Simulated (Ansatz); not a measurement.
## Structures of MnF: which is lowest?

Plane-wave DFT in Ansatz with scalar-relativistic PAW potentials, cutoff 420 eV, Γ-centred meshes chosen by cell and gap, Gaussian smearing with energies taken to zero width. Every cell was relaxed (cell and atoms) in a run of its own, within the symmetry of its start. Functional: PBE.

Relaxed structures (starts from databases or built by putting these elements on another compound's sites):
A. P6_3/mmc, 4 atoms in the computed cell, a = 3.508 Å, c = 5.442 Å; sites (symmetry × multiplicity) Mn -3m. × 2, F -6m2 × 2; start: built
B. P4_2/mmc, 4 atoms in the computed cell, a = 3.464 Å, c = 5.221 Å; sites (symmetry × multiplicity) Mn mmm. × 2, F -4m2 × 2; start: built
C. Pm-3m, 2 atoms in the computed cell, a = 2.925 Å; sites (symmetry × multiplicity) Mn m-3m × 1, F m-3m × 1; start: built

**Question.** Rank them by energy. Could pressure change the order?

**Answer.**
| structure | group | E − E(lowest) (meV/atom) | V (Å³/atom) | gap on mesh (eV) |
| --- | --- | --- | --- | --- |
| B | P4_2/mmc | 0.0 | 15.66 | 0.00 |
| A | P6_3/mmc | 264 | 14.50 | 0.00 |
| C | Pm-3m | 349 | 12.51 | 0.00 |

B is lowest, 264 meV/atom under A. C is denser by 3.15 Å³/atom, so pressure favours it: ΔE/ΔV, with ΔE in eV and 1 eV/Å³ = 160.2 GPa, gives about 18 GPa for equal enthalpy if both cells were rigid; at such pressures compression changes ΔV much, so this is a scale only. Other structures may lie lower than all of these, and vibrations aren't counted.

Moments started parallel, and an antiferromagnetic order may lie lower. Magnetic cells started from one order each; another order can shift an energy by tens of meV per atom.